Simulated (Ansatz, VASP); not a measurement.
# SiNi3 in VASP and in Ansatz

The input POSCAR:

```
SiNi3
1.0
    3.5420000000      0.0000000000      0.0000000000
    0.0000000000      3.5420000000      0.0000000000
    0.0000000000      0.0000000000      3.5420000000
Si Ni
1 3
Direct
    0.0000000000      0.0000000000      0.0000000000
    0.0000000000      0.5000000000      0.5000000000
    0.5000000000      0.0000000000      0.5000000000
    0.5000000000      0.5000000000      0.0000000000
```

The input INCAR.step1:

```
SYSTEM = SiNi3
PREC = Accurate ; ENCUT = 520
ISMEAR = 0 ; SIGMA = 0.05
LREAL = .False. ; LASPH = .True.
NELM = 150 ; ISPIN = 2
MAGMOM = -0.01 0.06 0.06 0.06 ; LMAXMIX = 4
NBANDS = 29 ; GGA = PE
ALGO = Normal ; EDIFF = 1E-4
LWAVE = .True. ; LCHARG = .False.
```

Contents of INCAR.step2:

```
SYSTEM = SiNi3
PREC = Accurate ; ENCUT = 520
EDIFF = 1E-7 ; ISMEAR = 0
SIGMA = 0.05 ; LREAL = .False.
LASPH = .True. ; NELM = 150
ALGO = Normal ; ISIF = 2
LWAVE = .False. ; LCHARG = .False.
ISPIN = 2 ; MAGMOM = -0.01 0.06 0.06 0.06
LORBIT = 11 ; LMAXMIX = 4
METAGGA = R2SCAN ; LMIXTAU = .True.
NBANDS = 29 ; ISTART = 1
```

File KPOINTS:

```
Automatic mesh
0
Gamma
  10 10 10
  0 0 0
```

Input for Ansatz:

```yaml
crystal:
  lattice:
    - [3.542, 0.0, 0.0]
    - [0.0, 3.542, 0.0]
    - [0.0, 0.0, 3.542]
  atoms:
    - { symbol: Si, position: [0.0, 0.0, 0.0] }
    - { symbol: Ni, position: [0.0, 0.5, 0.5] }
    - { symbol: Ni, position: [0.5, 0.0, 0.5] }
    - { symbol: Ni, position: [0.5, 0.5, 0.0] }
magnetization:
  spin_polarized: true
basis:
  ecutwfc: 500
  fft_grid_basis: typed
kpoints:
  mp_grid: { grid: [10, 10, 10] }
hamiltonian:
  xc: r2scan
  pseudopotentials: { kind: paw }
scf:
  occupations: { method: gaussian, width: 0.05 }
output:
  forces: true
  stress: true
  eigenvalues: true
  bader: true
  write_density: true
  volumetric_format: npy
  populations: true
```

Alike in both runs: task single point; functional r2SCAN; k mesh 10 × 10 × 10; occupations gaussian, width 0.05 eV; collinear spin.

```csv
,VASP,Ansatz
version,VASP 6.6.1,Ansatz 0.2.0
potentials or method,"VASP PAW PBE potentials, release 64 (Si, Ni)","scalar-relativistic, plane waves, PAW"
plane-wave cutoff (eV),520,500
valence electrons in the cell,34,58
```

|  | VASP | Ansatz | Ansatz less VASP |
| --- | --- | --- | --- |
| gap on the k mesh at the Fermi level (eV) | none | none | - |
| pressure (GPa) | -13.2 | -13.6 | -0.41 |
| net moment per atom (μB) | 0.00 | 0.03 | +0.031 |
| size of the moment on the site where the two differ most (μB) | 0.00 | 0.05 | +0.052 |

Site moments also hang on the region over which each program counts them. A gap of «none» marks a metal or a gap that the smearing closes. With one functional, cell and mesh, what is left measures potentials, basis and numerics. The two sets of potentials don't hold the same shells in valence. Ansatz warned: «no_starting_moments».

Caveats: the PAW data sets were made with another functional, which shifts forces and pressure a little (VASP).
